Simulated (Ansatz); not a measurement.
Stress against strain in Sb

```xyz
2
Lattice="2.1506 1.2416 3.7440 -2.1506 1.2416 3.7440 0.0000 -2.4833 3.7440" Properties=species:S:1:pos:R:3 pbc="T T T"
Sb    0.0000    0.0000    2.6242
Sb    0.0000    0.0000    8.6078
```

Atom numbers follow the list: Sb1, Sb2.

The structure is an experimental refinement, used without relaxation.

No spin–orbit coupling, which matters for the heavy atoms here.

These are results of DFT, PBE, all-electron LAPW, scalar-relativistic (Ansatz 0.2.0), not measurements.

Settings: a Γ-centred 9×9×9 k mesh, Fermi–Dirac smearing of 0.05 eV, basis error target 0.5 meV/atom, no spin polarisation.

The strain is applied along the Cartesian axes of the cell as listed (the other components stay zero). Fractional coordinates are held (clamped ions).

σ is the change of stress from the unstrained cell, which is at 3.13 GPa; tension is positive, so slopes are stress–strain coefficients at that pressure. In a metal the k mesh adds noise.

Only quantities that a quadratic follows smoothly over the whole series are listed; rougher ones are left out.

```
εxx = εyy  σzz (GPa)  σxx (GPa)
  -0.0300      -3.48      -5.18
  -0.0100      -1.00      -1.61
   0.0000       0.00       0.00
   0.0100       0.88       1.50
   0.0200       1.66       2.89
   0.0300       2.35       4.15
```

Question: Fit the series and read off the stiffness at zero strain.

Answer: Least-squares fits y = p0 + p1 x + p2 x² to the rows give σzz (GPa): p1 = 96.7, p2 = -630; σxx (GPa): p1 = 156, p2 = -570. So C13 + C23 = 97 GPa and C11 + C12 = 156 GPa, for these axes.

Question: One run, at εxx = εyy = -0.0200, is withheld. Predict its row.

Answer: The fits give -2.19, -3.34; the run gave -2.16, -3.33.
